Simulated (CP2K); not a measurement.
Runs of CP2K 2026.2 on TaAs. The structure is tetragonal, space group I4_1md (No. 109). The conventional cell has a = 3.444 Å, b = 3.444 Å, c = 11.736 Å, α = 90.00°, β = 90.00°, γ = 90.00°. Ta (site symmetry 2mm) is surrounded by 6 As at 2.61 to 2.62 Å. As (site symmetry 2mm) is surrounded by 6 Ta at 2.61 to 2.62 Å. The cell is a database's computed one.

```tsv
task	level	potentials or basis	smearing	EPS_DEFAULT	NGRIDS	hirshfeld SHAPE_FUNCTION	VORONOI_RADII	CUTOFF of the grids	gap on the mesh (eV)	pressure (GPa)	largest force (eV/Å)
atomic charges	vdW-DF-cx	POTENTIAL_UZH Ta GTH-PBE-q13, As GTH-PBE-q5; TZVP-MOLOPT-PBE-GTH basis	fermi-dirac 0.05 eV	1.0E-9	5	GAUSSIAN	VDW	675 Ry	none	0.1	0.03
atomic charges	LDA	POTENTIAL_UZH Ta GTH-PBE-q13, As GTH-PBE-q5; TZVP-MOLOPT-PBE-GTH basis	fermi-dirac 0.05 eV	1.0E-9	5	GAUSSIAN	VDW	675 Ry	none	-2.7	0.03
atomic charges	PBE	POTENTIAL_UZH Ta GTH-PBE-q13, As GTH-PBE-q5; TZVP-MOLOPT-PBE-GTH basis	fermi-dirac 0.05 eV	1.0E-9	5	GAUSSIAN	VDW	675 Ry	none	2.3	0.02
atomic charges	PW91	POTENTIAL_UZH Ta GTH-PBE-q13, As GTH-PBE-q5; TZVP-MOLOPT-PBE-GTH basis	fermi-dirac 0.05 eV	1.0E-9	5	GAUSSIAN	VDW	675 Ry	none	(a)	0.02
band structure	LDA	GTH_POTENTIALS Ta GTH-PADE-q13, As GTH-PADE-q5; DZVP-MOLOPT-PBE-GTH basis	fermi-dirac 0.01 eV	1.0E-9	4	-	-	450 Ry	none	-20.6	0.01
atomic charges	PBEsol	POTENTIAL_UZH Ta GTH-PBE-q13, As GTH-PBE-q5; TZVP-MOLOPT-PBE-GTH basis	fermi-dirac 0.05 eV	1.0E-9	5	GAUSSIAN	VDW	675 Ry	none	-1.3	0.03
band structure	r2SCAN	POTENTIAL_UZH Ta GTH-SCAN-q13, As GTH-SCAN-q5; DZVP-MOLOPT-SCAN-GTH basis	fermi-dirac 0.0259 eV	1.0E-10	5	-	-	675 Ry	none	(b)	-
atomic charges	r2SCAN	POTENTIAL_UZH Ta GTH-PBE-q13, As GTH-PBE-q5; TZVP-MOLOPT-PBE-GTH basis	fermi-dirac 0.05 eV	1.0E-9	5	GAUSSIAN	VDW	675 Ry	none	1.2	-
```

Alike in all rows: no spin polarisation; cell as given; k mesh 8 × 8 × 8.

Fill in the values left out.

(a) 2.8; (b) -3.3.

Caveats: the basis of atomic orbitals isn't converged, which shifts pressures, moduli and gaps; the potentials were made for another functional, which shifts forces and pressure (some runs); so large a pressure means that the cell lies far from this level's equilibrium, or that cutoff or potentials fall short (some runs).

A k mesh can miss the band edges, and the runs leave out spin-orbit coupling on As, Ta.

A gap of «none» marks a metal or a gap under the smearing width.

Not every run made on this cell is shown here.
